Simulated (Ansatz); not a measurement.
# HfO2, the end x = 0 of the monoclinic HfO2-TiO2 line (96 atoms), relaxed: mesh and functional compared

Which bonds does the relaxation leave, and how do the Kohn-Sham gap, forces and pressure change with k-mesh and functional?

Calculated with Ansatz 0.2.0: Kohn-Sham DFT, PBE, PAW (set soft_2), plane waves; cutoff 420 eV, k-mesh 2×2×2, fermi-dirac smearing of 0.025 eV.

**The cell**

The cell holds 96 atoms: 32 Hf and 64 O. Its edges and angles: a = 10.280 Å, b = 10.380 Å, c = 10.640 Å, α = 90.0°, β = 99.6°, γ = 90.0°. It derives from HfO2 (monoclinic HfO2-TiO2), repeated 2×2×2. Monoclinic HfO2-TiO2: 96 atoms, 0 of 32 Hf sites given to Ti at random, cell and internal coordinates interpolated linearly between the end members (Vegard's rule); not relaxed, displaced by a Gaussian of 0.02 Å. Lattice constants are starting values near those of PBE.

Cell and atoms were relaxed with PBE. The walk converged after 6 steps by the program's count, with a largest force component of 0.00127 eV/Å; it began at an r.m.s. force component of 0.41 eV/Å. The edges went from 10.280, 10.380, 10.640 to 10.322, 10.424, 10.704 Å, and the volume from 11.661 to 11.827 Å³ an atom (+1.4 %).

The input of the reference single point:

```yaml
crystal:
  lattice:
    - [10.32208, 2.0e-05, -0.0071]
    - [2.0e-05, 10.42375, 2.0e-05]
    - [-1.78893, 1.0e-05, 10.55359]
  atoms:
    - { symbol: Hf, position: [0.13795, 0.02163, 0.10441] }
    - { symbol: Hf, position: [0.36221, 0.27163, 0.14605] }
    - { symbol: Hf, position: [0.36221, 0.47874, 0.39604] }
    - { symbol: Hf, position: [0.13796, 0.22874, 0.35442] }
    [... 90 atom lines left out ...]
    - { symbol: O, position: [0.77551, 0.62158, 0.76191] }
    - { symbol: O, position: [0.72466, 0.87158, 0.98857] }
kpoints:
  mp_grid: { grid: [2, 2, 2] }
hamiltonian:
  xc: pbe
scf:
  occupations: { method: fermi_dirac, width: 0.025 }
output:
  forces: true
  stress: true
  populations: true
  dos:
    method: { smearing: { sigma: 0.08 } }
    de: 0.05
    projected: { site_lists: { Hf: [Hf], O: [O] } }
  eigenvalues: true
  write_density: true
  write_potential: true
  volumetric_format: npy
```

**Bonds after relaxation**

Bonds by pair of elements; cutoffs follow the first minimum of g(r), held within bounds set by covalent radii, and pairs that aren't listed don't count as bonded:

```
pair A-B  cutoff (Å)  bonds  mean length (Å)  spread (Å)  shortest (Å)  B about A  A about B
    O-Hf        2.82    224             2.16       0.079          2.05        3.5          7
```

How many atoms have how many bonded neighbours:

| element | mean | 3 | 4 | 7 |
| --- | --- | --- | --- | --- |
| Hf | 7 | 0 | 0 | 32 |
| O | 3.5 | 32 | 32 | 0 |

**Levels of theory**

Single points at the relaxed geometry:

| functional | k-mesh | Kohn-Sham gap (eV) | pressure (GPa) | r.m.s. force component (eV/Å) | SCF cycles | time |
| --- | --- | --- | --- | --- | --- | --- |
| PBE | 2×2×2 | 4.040 | 0.01 | 0.001 | 9 | 23 s |
| PBE | 3×3×2 | 4.040 | 0.01 | 0.001 | 9 | 24 s |
| PBE | 1×1×1 | 4.037 | 0.04 | 0.006 | 9 | 6.5 s |
| HSE06 | 1×1×1 | 5.634 | -5.48 | 0.086 | 23 | 57 s |
| r2SCAN | 2×2×2 | 4.540 | -5.51 | 0.042 | 9 | 15 s |

The gap is that between the highest filled and lowest empty Kohn-Sham level on the run's k-points. Cutoffs: 420 eV for PBE and HSE06; 500 eV for r2SCAN.

**Findings**

The Kohn-Sham gap is 4.04 eV with PBE on the 2×2×2 mesh and 4.04 eV on 3×3×2. On the 1×1×1 mesh HSE06 changes the gap by +1.60 eV against PBE. Carrying that shift over to the 3×3×2 mesh gives 4.04 + 1.60 = 5.64 eV, an estimate that takes the shift to be alike at all k-points. On the reference's mesh the gap changes with r2SCAN by +0.50 eV. Against the reference the pressure changes with r2SCAN by -5.5 GPa; a negative change means a smaller volume than PBE would take. The denser mesh moves the energy by -0.0 meV/atom and the pressure by -0.00 GPa.

Limits: All single points share the geometry relaxed with PBE. Spin–orbit coupling is left out, which matters for the levels of the heavy elements. In some runs the program notes that it cut back its plan to fit the GPU's memory, the atoms just miss a symmetry operation, the exchange threshold is loose for the stress and the SCF threshold is loose for the stress.

[Logs are printed without paths, hosts, clocks, repeated set-up lines and the standing remarks that a program may print on its own settings, such as how far it seeks lower states.]

[Hosts, paths, dates, database ids (printed as entryN), source tags and the programs' standing remarks are cut or masked in the printed files.]
